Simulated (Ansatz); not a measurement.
The system is In, a slab with vacuum.

```
CELL_PARAMETERS angstrom
3.36384 0.00000 0.00000
-1.68192 2.91317 0.00000
0.00000 0.00000 28.49964
ATOMIC_POSITIONS crystal
In 0.66667 0.33333 0.26316
In 0.00000 0.00000 0.35790
In 0.33333 0.66667 0.45263
In 0.00000 0.00000 0.54737
In 0.66667 0.33333 0.64210
In 0.00000 0.00000 0.73684
```

The cell isn't the ideal one: the (0 0 1) slab of In, cut from the database cell, not relaxed.

Below is the output of Ansatz 0.2.0 for this cell. Logs are shortened: lines on timing, memory, paths and dates and some standing lists are left out, and cuts for length are marked.

```text
Warning: RAYON_NUM_THREADS=4 ignored (pool sized by the plan → 4); use --threads N
Engine: ansatz 0.2.0, aarch64-unknown-linux-gnu
Pseudopotentials: kind: paw
Pseudopotential: In, paw, valence charge 13, recommended cutoff 420 eV (normal), In.paw.azcp
Functional definition: PBE
  parameter kappa = 0.804
  parameter beta = 0.06672455060314922
  exchange = pbe_x(kappa = kappa, mu = beta*pi^2/3)
  correlation = pbe_c(beta = beta)
Crystal: 6 atoms, lattice volume = 279.281 Å³
Basis set: ecut = 420 eV, 5507 PW (Γ), exchange–correlation on 48×48×384 points (8 copies of the dense FFT grid, shifted against one another)
Bands: 47, of which v1, the nominal top of the filled ones, is band 39 counted from 1 (38 counted from 0)
Symmetry: 6 space group operations
Space group: P3m1 (ITA 156), of the structure as read, at distance tolerance 6.5e-5 Å
k-points: 12 of 81 (time reversal used)
Non-local potential: In, projectors of the file, l = 0: 2, l = 1: 2, l = 2: 2, l = 3: 2
PAW form: soft (Blöchl's): semilocal exchange-correlation on the pseudo side does not see the compensation charge
PAW one-centre angular grid: In, 590 points (default); XC on 64 Gauss nodes
Initial density: superposition of atomic densities (neutral atoms: chi_scale 0, normalization atom), corrected by the library's trained network
Initial wavefunctions: pseudopotential atomic-orbital guess
[... 22 lines left out ...]
Work function:   Φ+ = 3.9260 eV   Φ− = 3.9496 eV
Levels:          The Fermi level and band energies are counted from a zero that moves with the ramp; work functions are not
--- Per-component energies (eV) ---
  E_band       = -619.369478
  E_kinetic    = 1445.654715
  E_local      = -57549.726295  (includes V_loc(G=0)·N_el)
  E_nonlocal   = 2196.002952
  E_hartree    = 27839.335182
  E_xc         = -1295.006129
  E_vxc        = -598.334181  (∫ρ·V_xc dr)
  E_paw        = -24911.500056  (= ΣΔE_a)
  E_vpaw       = -1791.632111  (= ΣTr[D̂ρ^β])
  E_aug_tail   = 0.000151  (compensation charges beyond the density's cutoff)
  E_efield     = 0.000001  (sawtooth field / dipole correction)
  E_vefield    = 0.000001  (∫n·V_field dr)
  E_ewald      = 18688.666072
  E_smearing   = -0.044355  (= −TS)
  E_closure    = -0.000000  (closes the sum)
  Σ components = -33586.617763   (vs F -33586.617763, Δ=0.00e0)
--- Forces (eV/Å), atoms counted from 1 ---
  atom   1  In    -0.00000000    -0.00000000    -0.22047371
  atom   2  In    -0.00000000    -0.00000000     0.08589345
  atom   3  In     0.00000000     0.00000000    -0.06140392
  atom   4  In    -0.00000000    -0.00000000     0.09156343
  atom   5  In    -0.00000000    -0.00000000    -0.01887807
  atom   6  In     0.00000000     0.00000000     0.12329062
  max |Σ_I F_I| component: 8.20e-6 eV/Å
--- Band table (eV; the first three rows and the last of 12) ---
  k-point 0: bands = ["-10.6113", "-10.5887", "-10.5656", "-10.5591", "-10.5591", "-10.5516", "-10.5449", "-10.5296", "-10.5296", "-10.5208", "-10.5171", "-10.5171", "-10.5100", "-10.5100", "-10.4859", "-10.4859", "-10.4827", "-10.4827", "-10.4018", "-10.4018", "-10.3846", "-10.3846", "-10.3477", "-10.3477", "-10.3026", "-10.3026", "-10.2759", "-10.2759", "-10.2342", "-10.2342", "-5.2577", "-4.8756", "-4.2049", "-3.2686", "-2.1065", "-0.8025", "1.4308", "3.0593", "4.9390", "6.6904", "7.5350", "8.4113", "8.7000", "10.4639", "10.6293", "12.2648", "12.2648"]
  k-point 1: bands = ["-10.6044", "-10.5836", "-10.5773", "-10.5594", "-10.5444", "-10.5366", "-10.5326", "-10.5315", "-10.5194", "-10.5082", "-10.5033", "-10.5023", "-10.4934", "-10.4857", "-10.4821", "-10.4711", "-10.4583", "-10.4530", "-10.4195", "-10.4044", "-10.3934", "-10.3855", "-10.3555", "-10.3484", "-10.3168", "-10.3028", "-10.2955", "-10.2735", "-10.2593", "-10.2312", "-5.0212", "-4.6379", "-3.9665", "-3.0320", "-1.8764", "-0.5888", "1.6919", "3.2934", "5.1548", "6.8960", "7.7506", "8.6198", "8.9075", "9.8830", "10.2367", "10.6406", "10.7716"]
  k-point 2: bands = ["-10.6447", "-10.6189", "-10.5954", "-10.5700", "-10.5509", "-10.5408", "-10.5214", "-10.5127", "-10.5013", "-10.4994", "-10.4884", "-10.4787", "-10.4679", "-10.4407", "-10.4389", "-10.4282", "-10.4280", "-10.3916", "-10.3822", "-10.3812", "-10.3635", "-10.3564", "-10.3542", "-10.3398", "-10.3326", "-10.3207", "-10.3003", "-10.3001", "-10.2679", "-10.2247", "-4.3046", "-3.9195", "-3.2484", "-2.3208", "-1.1847", "0.0587", "2.4513", "3.9725", "5.7462", "6.6096", "7.0149", "7.3083", "7.7900", "8.3075", "8.5286", "9.1995", "9.4623"]
  k-point 11: bands = ["-10.6334", "-10.6238", "-10.5965", "-10.5859", "-10.5551", "-10.5522", "-10.5011", "-10.4987", "-10.4971", "-10.4518", "-10.4466", "-10.4440", "-10.4167", "-10.4121", "-10.4095", "-10.3889", "-10.3839", "-10.3740", "-10.3696", "-10.3599", "-10.3557", "-10.3503", "-10.3330", "-10.3060", "-10.2957", "-10.2835", "-10.2653", "-10.2351", "-10.2328", "-10.2311", "0.7417", "0.9745", "0.9916", "1.0796", "1.3076", "1.5782", "2.5493", "2.7252", "3.0713", "3.1089", "3.5046", "3.9230", "4.1340", "4.5670", "4.8852", "5.3995", "5.6576"]
```

What input gives this log?

Single point with PBE, no spin polarisation. The files as run (others can give the same):

input.yaml
```yaml
crystal:
  lattice:
    - [3.363843863, 0.0, 0.0]
    - [-1.6819219315, 2.9131742397, 0.0]
    - [0.0, 0.0, 28.49963545]
  atoms:
    - { symbol: In, position: [0.66666667, 0.33333334, 0.2631612609] }
    - { symbol: In, position: [0.0, 0.0, 0.3578967565] }
    - { symbol: In, position: [0.33333333, 0.66666666, 0.4526322522] }
    - { symbol: In, position: [0.0, 0.0, 0.5473677478] }
    - { symbol: In, position: [0.66666667, 0.33333334, 0.6421032435] }
    - { symbol: In, position: [0.0, 0.0, 0.7368387391] }
hamiltonian:
  xc: pbe
  pseudopotentials: { kind: paw }
kpoints:
  mp_grid: { grid: [9, 9, 1] }
scf:
  occupations: { method: fermi_dirac, width: 0.05 }
output:
  forces: true
  eigenvalues: true
  write_density: true
  write_potential: true
  elf: true
  volumetric_format: npy
efield:
  axis: 3
  dipole_correction: true
  ramp_width: 0.04
```

Potentials or basis: Ansatz PAW.
Command:
```console
$ ansatz run input.yaml --threads 4 --pin off --max-ram 11264MiB --backend cpu --events-out ev --progress --plain --runs-dir out
```
